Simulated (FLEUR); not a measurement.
## BaS under changes of volume

One of the cells (32.576 Å³/atom); the others are scaled copies at fixed shape and fractional positions:

```
Ba S
1.0
     0.00000    3.19375    3.19375
     3.19375    0.00000    3.19375
     3.19375    3.19375    0.00000
Ba S
1 1
Cartesian
  0.0000 0.0000 0.0000
  3.1938 3.1938 3.1938
```

| Property | Result |
| --- | --- |
| Program | FLEUR MaX-R8.1 (later development tree) |
| Functional | LDA |
| Potentials or basis | all-electron |
| Basis | FLAPW |
| Kmax | 4.1 1/bohr |
| k mesh | 7 × 7 × 7 |
| Occupations | fermi-dirac, width 0.05 eV |
| Spin | no spin polarisation |

| volume (Å³/atom) | energy over the lowest point (meV/atom) | gap on the mesh (eV) |
| --- | --- | --- |
| 30.622 | 0.00 | 1.97 |
| 31.273 | 0.82 | 2.00 |
| 32.576 | 14.15 | 2.07 |
| 33.879 | 40.31 | 2.12 |
| 34.531 | ? | ? |

Problem. What does the run at 34.531 Å³/atom give?

Solution. Energy over the lowest point 57.35 meV/atom; gap on the mesh 2.15 eV.

Worked out: A Birch-Murnaghan fit of order 2 (a polynomial in V^(-2/3)) to the other rows has its minimum at 30.81 Å³/atom with B0 = V·E''(V) = 50 GPa. It gives 57.49 meV/atom at 34.531 Å³/atom, against the run's 57.35. A straight line through the other rows of the gap, of slope 1.51 eV per unit of ln V, extrapolates to 2.15 eV, against the run's 2.15.

Energies are extrapolated to zero smearing.

Caveats: spin-orbit coupling is left out, which moves the levels of the heavy elements; an odd mesh through Γ misses points on the zone boundary, where band edges often lie.
